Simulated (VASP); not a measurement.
All values below come from revTPSS meta-GGA, VASP's PBE PAW potentials (set 64) (plane waves; VASP).

The input files of a VASP run:

**POSCAR**
```
ZnTe
6.0844290
  0.0000000000   0.5000000148   0.5000000148
  0.5000000148   0.0000000000   0.5000000148
  0.5000000148   0.5000000148   0.0000000000
Zn Te
1 1
Cartesian
  0.0000000000   0.0000000000   0.0000000000
  0.2500000074   0.2500000074   0.2500000074
```

KPOINTS:
```
Automatic mesh
0
Gamma
8 8 8
0 0 0
```

### KPOINTS_OPT
```
k-points along high-symmetry lines
10
Line-mode
Reciprocal
  0.000000   0.000000   0.000000 ! GAMMA
 -0.500000  -0.500000   0.000000 ! X

 -0.500000  -0.500000   0.000000 ! X
 -0.375000  -0.375000   0.250000 ! U

 -0.375000  -0.000000   0.375000 ! K
  0.000000   0.000000   0.000000 ! GAMMA

  0.000000   0.000000   0.000000 ! GAMMA
 -0.000000  -0.000000   0.500000 ! L

 -0.000000  -0.000000   0.500000 ! L
 -0.500000  -0.250000   0.250000 ! W

 -0.500000  -0.250000   0.250000 ! W
 -0.500000  -0.500000   0.000000 ! X
```

**INCAR**
```
! general
SYSTEM  = ZnTe
PREC    = Accurate
ENCUT   = 520
LREAL   = .FALSE.
LASPH   = .TRUE.

! electronic loop
EDIFF   = 1E-7
NELM    = 100
ALGO    = Normal
LMAXMIX = 4
LMIXTAU = .TRUE.

! smearing
ISMEAR  = -5

! functional
METAGGA = RTPSS

! ions
ISIF    = 2

! output
LWAVE   = .FALSE.
LCHARG  = .FALSE.
LORBIT  = 11
NEDOS   = 601
```

POTCAR, in this order: Zn Te (PBE.64 set). Program: vasp_std.

Output of the run:

File OSZICAR:
```
       N       E                     dE             d eps       ncg     rms          rms(c)
DAV:   1     0.101085687640E+03    0.10109E+03   -0.89866E+03   754   0.156E+03
DAV:   2     0.216480274265E+02   -0.79438E+02   -0.76779E+02   784   0.270E+02
DAV:   3     0.172854275141E+02   -0.43626E+01   -0.43450E+01   972   0.653E+01
DAV:   4     0.172294735702E+02   -0.55954E-01   -0.55942E-01   849   0.755E+00
DAV:   5     0.172283889506E+02   -0.10846E-02   -0.10846E-02   954   0.942E-01    0.530E+00
DAV:   6     0.194248687383E+02    0.21965E+01   -0.43161E+00   784   0.436E+01    0.309E+00
DAV:   7     0.194651229624E+02    0.40254E-01   -0.48724E-01   839   0.758E+00    0.210E+00
DAV:   8     0.198647891876E+02    0.39967E+00   -0.42340E-01   754   0.916E+00    0.103E+00
DAV:   9     0.193889013827E+02   -0.47589E+00   -0.24998E+00   754   0.690E+01    0.378E-01
DAV:  10     0.194107004500E+02    0.21799E-01   -0.31500E-01   754   0.724E+00    0.428E-01
DAV:  11     0.194049853228E+02   -0.57151E-02   -0.28354E-03   869   0.574E-01    0.278E-01
DAV:  12     0.193789669850E+02   -0.26018E-01   -0.12177E-02   759   0.135E+00    0.236E-01
DAV:  13     0.193785563209E+02   -0.41066E-03   -0.21580E-04   884   0.244E-01    0.188E-01
DAV:  14     0.193780066032E+02   -0.54972E-03   -0.10556E-04   784   0.148E-01    0.132E-01
DAV:  15     0.193773606076E+02   -0.64600E-03   -0.52823E-04   759   0.317E-01    0.155E-02
DAV:  16     0.193773251033E+02   -0.35504E-04   -0.34047E-05   794   0.995E-02    0.290E-02
DAV:  17     0.193773227106E+02   -0.23928E-05   -0.28225E-05   839   0.816E-02    0.688E-03
DAV:  18     0.193773157982E+02   -0.69124E-05   -0.48280E-06   819   0.418E-02    0.596E-03
DAV:  19     0.193773154269E+02   -0.37132E-06   -0.14710E-06   889   0.223E-02    0.418E-03
DAV:  20     0.193773146750E+02   -0.75185E-06   -0.26393E-07   763   0.593E-03    0.225E-03
DAV:  21     0.193773150883E+02    0.41327E-06   -0.17301E-07   587   0.817E-03    0.144E-03
DAV:  22     0.193773148662E+02   -0.22211E-06   -0.14630E-07   537   0.720E-03    0.109E-03
DAV:  23     0.193773148540E+02   -0.12139E-07   -0.26540E-08   392   0.331E-03
   1 F= 0.19377315E+02 E0= 0.19377315E+02  d E =0.000000E+00
       N       E                     dE             ncg
       N       E                     dE             ncg
       N       E                     dE             ncg
```

File OUTCAR:
```
------------------------ aborting loop because EDIFF is reached ----------------------------------------
  FORCE on cell =-STRESS in cart. coord.  units (eV):
  Direction    XX          YY          ZZ          XY          YZ          ZX
  --------------------------------------------------------------------------------------
  Total       -0.0126608     -0.0126608     -0.0126608      0.0000000      0.0000000      0.0000000
  in kB       -0.3602246     -0.3602246     -0.3602246      0.0000000      0.0000000      0.0000000
  external PRESSURE =      -0.3602246 kB  Pullay stress =       0.0000000 kB
  volume of cell :       56.31
      direct lattice vectors                 reciprocal lattice vectors
     0.000000000  3.042214590  3.042214590    -0.164353955  0.164353955  0.164353955
     3.042214590  0.000000000  3.042214590     0.164353955 -0.164353955  0.164353955
     3.042214590  3.042214590  0.000000000     0.164353955  0.164353955 -0.164353955
 POSITION                                       TOTAL-FORCE (eV/Angst)
 -----------------------------------------------------------------------------------
      0.00000      0.00000      0.00000        -0.000000     -0.000000     -0.000000
      1.52111      1.52111      1.52111         0.000000      0.000000      0.000000
 -----------------------------------------------------------------------------------
    total drift:                                0.000018      0.000018      0.000018
  FREE ENERGIE OF THE ION-ELECTRON SYSTEM (eV)
  ---------------------------------------------------
  free  energy   TOTEN  =        19.3773148540 eV

  energy  without entropy=       19.3773148540  energy(sigma->0) =       19.37731485

 total charge

# of ion       s       p       d       tot
------------------------------------------
    1        0.545   0.441   9.804  10.790
    2        1.333   2.091   0.028   3.452
--------------------------------------------------
tot          1.878   2.532   9.832  14.241
```
(Selected blocks of OUTCAR.)

The compound is ZnTe in the zinc blende structure. It was relaxed first.
